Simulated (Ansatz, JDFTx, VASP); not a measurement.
## BN: 3 runs at one level of theory

The starting cell:

```
N B
1.0
     0.00000    1.81300    1.81300
     1.81300    0.00000    1.81300
     1.81300    1.81300    0.00000
N B
1 1
Cartesian
  0.9065 0.9065 0.9065
  0.0000 0.0000 0.0000
```

The cell is a database's computed one, not the measured one.

Alike in all runs: task relaxation of cell and atoms; functional PBEsol; k mesh 13 × 13 × 13; occupations fermi-dirac, width 0.05 eV; no spin polarisation; no spin-orbit coupling.

| program and potentials | plane-wave cutoff (eV) | notes | equilibrium volume (Å³/atom) |
| --- | --- | --- | --- |
| VASP, PBE PAW files B, N, 600 eV | 600 | potentials made for PBE | 5.86 |
| JDFTx, PseudoDojo-SR-PBEsol-0.4.1-standard | 1143 | - | 5.87 |
| Ansatz, all-electron LAPW, scalar-relativistic | - | - | 5.86 |

The equilibrium volume spans 5.86 (Ansatz, all-electron LAPW, scalar-relativistic) to 5.87 Å³/atom (JDFTx, PseudoDojo-SR-PBEsol-0.4.1-standard), with all-electron results at 5.86. Relaxations stop with a little pressure left, so the last digit of a volume isn't settled.

Differences between rows come from potentials, basis sets and numerical settings, since the functional is the same but for its coding. Runs on potential files found faulty are left out.

The three runs give practically the same volume for zinc-blende BN, with both potential-based results at or next to the all-electron value of 5.86 Å³/atom. Boron and nitrogen have only a compact 1s core, well separated in energy from the 2s and 2p valence states, so the core changes little when the bonds form. This probably explains why potentials made for PBE serve a PBEsol relaxation so well here; heavier elements with shallow semicore states can be less forgiving.

The small volume itself reflects short, strong, polar sp³ bonds. With no p shell in the core, the 2p orbitals are compact and overlap well at short distance. All three relaxed volumes lie below that of the starting cell, which suggests that the cell came from a functional that binds less tightly, such as PBE. The agreement supports the treatment of the core and the basis near equilibrium, but it doesn't establish equal accuracy for the bulk modulus or for the energy relative to layered BN.
